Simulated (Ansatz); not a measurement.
MoS2:

```xyz
3
Lattice="1.5800 0.9122 6.1500 -1.5800 0.9122 6.1500 0.0000 -1.8244 6.1500" Properties=species:S:1:pos:R:3 pbc="T T T"
Mo    0.0000    0.0000    0.0000
S     0.0000    0.0000    7.6936
S     0.0000    0.0000    4.6125
```

Measurements of this composition are mostly on another form, of space group No. 194.

Program: Ansatz 0.2.0. Alike in all runs: cell as given; k mesh 10 × 10 × 10.

Order these runs on this cell by their pressure, lowest first.
A. level r2SCAN; potentials or basis Ansatz PAW; spin off; cutoff (eV) 500; smearing fixed; level r2scan; run kind scf
B. level LDA; potentials or basis Ansatz PAW; spin non-collinear, program default start, SOC; cutoff (eV) 420; smearing fermi-dirac 0.05 eV
C. level exchange-only PBE; potentials or basis PseudoDojo standard (PBE files); spin SOC, no magnetisation; cutoff (eV) 1088; smearing fixed; points for each segment of the path 14

B (-2.4 GPa), A (4.2 GPa), C (23.1 GPa).

Caveats: the PAW data sets come from PBE, with cores solved anew for the run's functional, which leaves a small shift of forces and pressure (some runs); the potentials were made for another functional, which shifts forces and pressure (some runs); so large a pressure means that the cell lies far from this level's equilibrium, or that cutoff or potentials fall short (some runs).

Not every run made on this cell is shown here.
